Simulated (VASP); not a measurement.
# Zn2SnO3 (C2/m) in VASP: relaxation of cell and atoms with PBE

Aim: the relaxation of cell and atoms of Zn2SnO3 with PBE.

Everything below comes from runs of VASP 6.6.1. Logs are shortened: lines on timing, memory, paths and dates and some standing lists are left out, and cuts for length are marked.

## Step 1: The structure

It takes space group C2/m (No. 12, monoclinic). Conventional cell: a = 5.444 Å, b = 9.399 Å, c = 3.147 Å, α = 90.00°, β = 90.35°, γ = 90.00°. Around Zn (site symmetry 2) lie 6 O at 2.20 to 2.24 Å. Around Sn (site symmetry 2/m) lie 6 Zn at 3.13 to 3.16 Å and 12 O at 3.13 to 3.15 Å and 2 Sn at 3.15 Å. Around O (site symmetry 2/m) lie 4 Zn at 2.20 Å. Around O (site symmetry -1) lie 4 Zn at 2.23 to 2.24 Å.

The cell was built by a generator and needn't be a form met in nature.

## Step 2: Relaxation of cell and atoms, PBE

Input file INCAR:

```
SYSTEM = Zn2SnO3
PREC = Normal
ENCUT = 520
EDIFF = 1E-4
ISMEAR = 0
SIGMA = 0.15
LREAL = .False.
LASPH = .True.
NELM = 60
ALGO = Fast
ISIF = 3
LWAVE = .False.
LCHARG = .False.
GGA = PE
IBRION = 2
NSW = 24
EDIFFG = -0.08
```

Input file KPOINTS:

```
Automatic mesh
0
Gamma
  3 3 4
  0 0 0
```

Input file POSCAR:

```
Zn2SnO3
1.0
    2.7220176000     -4.6992653400      0.0000000000
    2.7220176000      4.6992653400      0.0000000000
   -0.0192221600      0.0000000000      3.1466709400
Zn Sn O
2 1 3
Direct
    0.6639999900      0.3360000100      0.0000000000
    0.3360000100      0.6639999900      0.0000000000
    0.0000000000      0.0000000000      0.0000000000
    0.5000000000      0.5000000000      0.5000000000
    0.0000000000      0.5000000000      0.5000000000
    0.5000000000      0.0000000000      0.5000000000
```

Potentials or basis: VASP PAW PBE potentials, release 64 (Zn, Sn_d, O).

Run with:

```
> cat potpaw_PBE.64/Zn/POTCAR potpaw_PBE.64/Sn_d/POTCAR potpaw_PBE.64/O/POTCAR > POTCAR
> mpirun -np 1 vasp_std > vasp.out
```

OUTCAR:

```text
SYSTEM = Zn2SnO3
   PREC = Normal
   ENCUT = 520
   EDIFF = 1E-4
   ISMEAR = 0
   LREAL = .False.
   LASPH = .True.
   NELM = 60
   ISIF = 3
   GGA = PE
   IBRION = 2
   NSW = 24
   EDIFFG = -0.08

 ion  position               nearest neighbor table
   1  0.664  0.336  0.000-   4 2.20   4 2.20   5 2.23   6 2.23   5 2.24   6 2.24   3 3.13   3 3.13
                             3 3.16
   2  0.336  0.664  0.000-   4 2.20   4 2.20   6 2.23   5 2.23   5 2.24   6 2.24   3 3.13   3 3.13
                             3 3.16
   3  0.000  0.000  0.000-   1 3.13   2 3.13   1 3.13   2 3.13   1 3.16   2 3.16
   4  0.500  0.500  0.500-   1 2.20   2 2.20   1 2.20   2 2.20
   5  0.000  0.500  0.500-   2 2.23   1 2.23   1 2.24   2 2.24
   6  0.500  0.000  0.500-   1 2.23   2 2.23   1 2.24   2 2.24

  LATTYP: Found a base centered monoclinic cell.
 ALAT       =     5.4440352000
 B/A-ratio  =     1.7263905053
 C/A-ratio  =     0.5780142000
 COS(beta)  =    -0.0061086150

  Lattice vectors:

 A1 = (   2.7220176000,  -4.6992653400,   0.0000000000)
 A2 = (   2.7220176000,   4.6992653400,   0.0000000000)
 A3 = (  -0.0192221600,   0.0000000000,   3.1466709400)

Analysis of symmetry for initial positions (statically):
=====================================================================
 Subroutine PRICEL returns:
 Original cell was already a primitive cell.

 Routine SETGRP: Setting up the symmetry group for a
 base centered monoclinic supercell.

 Subroutine GETGRP returns: Found  4 space group operations
 (whereof  4 operations were pure point group operations)
 out of a pool of  4 trial point group operations.

The static configuration has the point symmetry C_2h.

Analysis of symmetry for dynamics (positions and initial velocities):
=====================================================================
 Subroutine PRICEL returns:
 Original cell was already a primitive cell.

 Routine SETGRP: Setting up the symmetry group for a
 base centered monoclinic supercell.

 Subroutine GETGRP returns: Found  4 space group operations
 (whereof  4 operations were pure point group operations)
 out of a pool of  4 trial point group operations.

The dynamic configuration has the point symmetry C_2h.

 Subroutine INISYM returns: Found  4 space group operations
 (whereof  4 operations are pure point group operations),
 and found     1 'primitive' translations

----------------------------------------------------------------------------------------

                                     Primitive cell

  volume of cell :      80.5012

  direct lattice vectors                    reciprocal lattice vectors
     2.722017600 -4.699265340  0.000000000     0.183687277 -0.106399610  0.001122096
     2.722017600  4.699265340  0.000000000     0.183687277  0.106399610  0.001122096
    -0.019222160  0.000000000  3.146670940     0.000000000  0.000000000  0.317796179

  length of vectors
     5.430697428  5.430697428  3.146729651     0.212280832  0.212280832  0.317796179

  position of ions in fractional coordinates (direct lattice)
     0.663999990  0.336000010  0.000000000
     0.336000010  0.663999990  0.000000000
     0.000000000  0.000000000  0.000000000
     0.500000000  0.500000000  0.500000000
     1.000000000  0.500000000  0.500000000
     0.500000000  1.000000000  0.500000000

  ion indices of the primitive-cell ions
   primitive index   ion index
                 1           1
                 2           2
                 3           3
                 4           4
                 5           5
                 6           6

----------------------------------------------------------------------------------------

 KPOINTS: Automatic mesh

Automatic generation of k-mesh.
 Grid dimensions read from file:
 generate k-points for:    3    3    4

 Generating k-lattice:

  Cartesian coordinates                     Fractional coordinates (reciprocal lattice)
     0.061229092 -0.035466537  0.000374032     0.333333333 -0.000000000 -0.000000000
     0.061229092  0.035466537  0.000374032    -0.000000000  0.333333333 -0.000000000
     0.000000000  0.000000000  0.079449045     0.000000000  0.000000000  0.250000000

  Length of vectors
     0.070760277  0.070760277  0.079449045

  Shift w.r.t. Gamma in fractional coordinates (k-lattice)
     0.000000000  0.000000000  0.000000000

 Subroutine IBZKPT returns following result:
 ===========================================

 Found     14 irreducible k-points:

 Following reciprocal coordinates:
            Coordinates               Weight
  0.000000  0.000000  0.000000      1.000000
  0.333333  0.000000  0.000000      4.000000
  0.333333  0.333333  0.000000      2.000000
 -0.333333  0.333333  0.000000      2.000000
  0.000000  0.000000  0.250000      2.000000
  0.333333  0.000000  0.250000      4.000000
 -0.333333  0.000000  0.250000      4.000000
  0.333333  0.333333  0.250000      2.000000
 -0.333333  0.333333  0.250000      4.000000
 -0.333333 -0.333333  0.250000      2.000000
  0.000000  0.000000  0.500000      1.000000
  0.333333  0.000000  0.500000      4.000000
  0.333333  0.333333  0.500000      2.000000
 -0.333333  0.333333  0.500000      2.000000
   k-points           NKPTS =     14   k-points in BZ     NKDIM =     14   number of bands    NBANDS=     33
   number of dos      NEDOS =    301   number of ions     NIONS =      6
   total plane-waves  NPLWV =  16200
   dimension x,y,z NGX =    30 NGY =   30 NGZ =   18
   dimension x,y,z NGXF=    60 NGYF=   60 NGZF=   36
   ions per type =               2   1   3
   NGX,Y,Z   is equivalent  to a cutoff of   9.18,  9.18,  9.51 a.u.
   NGXF,Y,Z  is equivalent  to a cutoff of  18.37, 18.37, 19.02 a.u.
 SYSTEM =  Zn2SnO3
   PREC   = normal    normal or accurate (medium, high low for compatibility)
   ISTART =      0    job   : 0-new  1-cont  2-samecut
   ICHARG =      2    charge: 1-file 2-atom 10-const
   ISPIN  =      1    spin polarized calculation?
   LNONCOLLINEAR =      F non collinear calculations
   LSORBIT =      F    spin-orbit coupling
   LASPH  =      T    aspherical Exc in radial PAW
   ENCUT  =  520.0 eV  38.22 Ry    6.18 a.u.  10.10 10.10  5.85*2*pi/ulx,y,z
   NELM   =     60;   NELMIN=  2; NELMDL= -5     # of ELM steps
   EDIFF  = 0.1E-03   stopping-criterion for ELM
   LREAL  =      F    real-space projection
   EDIFFG = -.8E-01   stopping-criterion for IOM
   NSW    =     24    number of steps for IOM
   IBRION =      2    ionic relax: 0-MD 1-quasi-New 2-CG
   NFREE  =      1    steps in history (QN), initial steepest desc. (CG)
   ISIF   =      3    stress and relaxation
   ISYM   =      2    0-nonsym 1-usesym 2-fastsym
   POTIM  = 0.5000    time-step for ionic-motion
   TEBEG  =    0.0;   TEEND  =   0.0 temperature during run
   PSTRESS=    0.0 pullay stress
   NELECT =      56.0000    total number of electrons
   NUPDOWN=      -1.0000    fix difference up-down
   EMIN   =  10.00;   EMAX   =-10.00  energy-range for DOS
   EFERMI =   0.00;   METHOD = LEGACY
   ISMEAR =     0;   SIGMA  =   0.15  broadening in eV -4-tet -1-fermi 0-gaus
   EFERMI_NEDOS =   21; number of points for ismear=-14 and -15
   IALGO  =     68    algorithm
   IMIX   =      4    mixing-type and parameters
     AMIX     =   0.40;   BMIX     =  1.00
     AMIX_MAG =   1.60;   BMIX_MAG =  1.00
  volume/ion in A,a.u.               =      13.42        90.54
  Fermi-wavevector in a.u.,A,eV,Ry     =   1.450564  2.741168 28.628490  2.104135
  Thomas-Fermi vector in A             =   2.568161
   LORBIT       =      0    0 simple, 1 ext, 2 COOP (PROOUT), +10 PAW based schemes
   GGA     = PE    functional components
   LHFCALC =     F    Hartree Fock is set to
   AEXX    =    0.0000 exact exchange contribution
   IVDW    =     0    specifies the selected vdW correction
   LEPSILON=     F    determine dielectric tensor
   LRPA    =     F    only Hartree local field effects (RPA)
 conjugate gradient relaxation of ions
 non-spin polarized calculation
 RMM-DIIS sequential band-by-band and
 Gauss-broadening in eV      SIGMA  =   0.15
  energy-cutoff  :      520.00
  volume of cell :       80.50
 maximum number of plane-waves:      2191
   NGX = 21   NGY = 21   NGZ = 11

--------------------------------------- Ionic step        1  -------------------------------------------

 number of electron      56.0000066 magnetization

 Free energy of the ion-electron system (eV)
  ---------------------------------------------------
  ext. energy  EPLUGINS =         0.00000000
  ---------------------------------------------------
  free energy    TOTEN  =       -24.43388480 eV

  energy without entropy =      -24.39945361  energy(sigma->0) =      -24.41666921

------------------------ aborting loop because EDIFF is reached ----------------------------------------

  FORCE on cell =-STRESS in cart. coord.  units (eV):
  Direction    XX          YY          ZZ          XY          YZ          ZX
  --------------------------------------------------------------------------------------
  -------------------------------------------------------------------------------------
  Total        0.8423481      0.6902176    -15.0668984      0.0000000      0.0000000     -0.0545434
  in kB       16.7648616     13.7370784   -299.8694474      0.0000000      0.0000000     -1.0855528
  external PRESSURE =     -89.7891691 kB  Pullay stress =       0.0000000 kB
[... 225 lines left out ...]
  energy  without entropy=      -25.3293366525  energy(sigma->0) =      -25.34862644

--------------------------------------- Ionic step        7  -------------------------------------------

 number of electron      55.9999940 magnetization

 Free energy of the ion-electron system (eV)
  ---------------------------------------------------
  ext. energy  EPLUGINS =         0.00000000
  ---------------------------------------------------
  free energy    TOTEN  =       -25.36885527 eV

  energy without entropy =      -25.32882639  energy(sigma->0) =      -25.34884083

 E-fermi :   4.4694     XC(G=0): -11.4652

 val. band max:        4.4470321360   @ k =   0.3333   0.3333   0.5000
 cond. band min:       4.4987267136   @ k =  -0.3333   0.3333   0.5000
 fundamental gap:      0.0516945776
 Fermi energy:         4.4694184642

 k-point     1 :       0.0000    0.0000    0.0000
  band No.  band energies     occupation
      1     -17.5955      2.00000
      2     -17.3551      2.00000
      3     -17.3549      2.00000
      4     -17.1009      2.00000
      5     -17.0995      2.00000
      6     -13.6954      2.00000
[... 526 lines left out ...]
  FREE ENERGIE OF THE ION-ELECTRON SYSTEM (eV)
  ---------------------------------------------------
  free  energy   TOTEN  =       -25.3688552744 eV

  energy  without entropy=      -25.3288263949  energy(sigma->0) =      -25.34884083

 reached required accuracy - stopping structural energy minimisation
```

It took 43 s on 1 thread of Intel Xeon 6975P-C (Granite Rapids), shared host; peak memory 0.17 GiB.

What came out:

```yaml
Free_energy: -25.3689 eV
Relaxed_volume: 12.45 Å³/atom
Relaxed_cell: a = 5.542 Å, b = 5.542 Å, c = 2.807 Å, α = 90.30°, β = 90.30°, γ = 119.89°
Space_group_after_relaxing_to_0.05_Å: C2/m (No. 12)
Energy_gained_by_relaxing: 155.8 meV/atom
Ionic_steps: 7
Pressure_after_relaxing: 0.5 GPa
Largest_force_after_relaxing: 0.034 eV/Å
Band_gap_on_the_k_mesh: none (metal or under the smearing width)
```

Forces on the atoms (eV/Å):
```
Zn   0.000 -0.034  0.000
Zn   0.000  0.034  0.000
Sn   0.000  0.000  0.000
O    0.000  0.000  0.000
O    0.000  0.000  0.000
O    0.000  0.000  0.000
```

Stress tensor (GPa, compression positive):
```
 0.40  0.00 -0.24
 0.00  0.59  0.00
-0.24  0.00  0.48
```

The path:
```
step  energy change (eV)  largest force (eV/Å)  pressure (GPa)  volume (Å³)
   1              0.0000                0.1960           -8.98        80.50
   2             -0.8702                0.1962            5.82        71.62
   3             -0.9020                0.2009            3.30        72.78
   4             -0.9022                0.2020            2.87        72.94
   5             -0.9341                0.0727           -0.58        74.99
   6             -0.9340                0.0808           -0.36        74.93
   7             -0.9350                0.0343            0.49        74.72
```

Final structure:
```
Zn Sn O
1.0
     2.77519   -4.79660   -0.00460
     2.77519    4.79660   -0.00460
    -0.02446    0.00000    2.80679
Zn Sn O
2 1 3
Direct
  0.66629 0.33371 0.00000
  0.33371 0.66629 0.00000
  0.00000 0.00000 0.00000
  0.50000 0.50000 0.50000
  0.00000 0.50000 0.50000
  0.50000 0.00000 0.50000
```

Caveat: the k mesh is coarse (spacing up to 0.50 Å⁻¹), so the values aren't converged; the relaxation stopped at a loose force limit of 0.08 eV/Å, so its end isn't a converged minimum.
